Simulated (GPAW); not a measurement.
Al:

```
CELL_PARAMETERS angstrom
0.00000 2.02481 2.02481
2.02481 0.00000 2.02481
2.02481 2.02481 0.00000
ATOMIC_POSITIONS crystal
Al 0.00000 0.00000 0.00000
```

```yaml
Program: GPAW 26.7.0
Task: relaxation of cell and atoms
Functional: PBEsol
Dispersion: D4
Potentials_or_basis: PAW data sets generated in the run's folder for this functional
Cutoff: 600 eV
Basis: pw
k_mesh: 11 × 11 × 11
Occupations: fermi-dirac, width 0.05 eV
Spin: no spin polarisation
```

At the start: pressure -3.6 GPa; volume 16.60 Å³/atom.

Where does the relaxation end?

Over 3 steps the energy falls by 8.5 meV/atom and the volume is 15.85 Å³/atom (-4.5 %); space group Fm-3m (No. 225, to 0.05 Å).

Step by step:
```
step  energy change (eV)  largest force (eV/Å)  pressure (GPa)  volume (Å³)
   1              0.0000                0.0000           -3.61        16.60
   2             -0.0050                0.0000           -2.40        16.34
   3             -0.0085                0.0000            0.14        15.85
```

Final structure:
```yaml
crystal:
  lattice:
    - [0.00000, 1.99369, 1.99369]
    - [1.99369, 0.00000, 1.99369]
    - [1.99369, 1.99369, 0.00000]
  atoms:
    - { symbol: Al, position: [0.00000, 0.00000, 0.00000] }
```

The cell as given is a measured one (16.60 Å³/atom); PBEsol+D4 puts the equilibrium volume -4.5 % from it, thermal expansion not counted.

Caveat: later steps reuse the first step's grids; pairwise dispersion overbinds metals, which lowers pressure and volume.
